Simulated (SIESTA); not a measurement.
SnSe:

```
Sn Se
1.0
    11.42000    0.00000    0.00000
     0.00000    4.19000    0.00000
     0.00000    0.00000    4.46000
Sn Se
4 4
Direct
  0.87700 0.75000 0.90900
  0.62300 0.25000 0.40900
  0.37700 0.75000 0.59100
  0.12300 0.25000 0.09100
  0.64300 0.75000 0.98400
  0.85700 0.25000 0.48400
  0.14300 0.75000 0.51600
  0.35700 0.25000 0.01600
```

Base run:

- Program: SIESTA 5.4.2
- Functional: BLYP
- Potentials or basis: PseudoDojo 0.4 standard (PBE files)
- Basis: DZP (energy shift 0.002 Ry)
- Grid cutoff: 500 Ry
- Energy shift: 0.002 Ry
- k mesh: 3 × 6 × 6
- Occupations: fermi-dirac, width 0.05 eV
- Spin: no spin polarisation

Its results: band gap on the k mesh 0.69 eV, indirect (least direct gap 0.86 eV); pressure 8.8 GPa; largest force 0.841 eV/Å.

The run is repeated on the same cell with these changes: functional from BLYP to PBE. What comes out?

Band gap on the k mesh 0.55 eV, indirect (least direct gap 0.71 eV); pressure 4.9 GPa; largest force 0.808 eV/Å.

PBE binds more tightly than BLYP, so the same cell stands under less pressure.

Caveats: semicore shells carry a single zeta, which can move pressures by several GPa and volumes by a few percent; spin-orbit coupling is left out, which moves the levels of the heavy elements; the basis of atomic orbitals isn't converged, which shifts pressures, moduli and gaps; the potentials were made for another functional, which shifts forces and pressure (some runs).
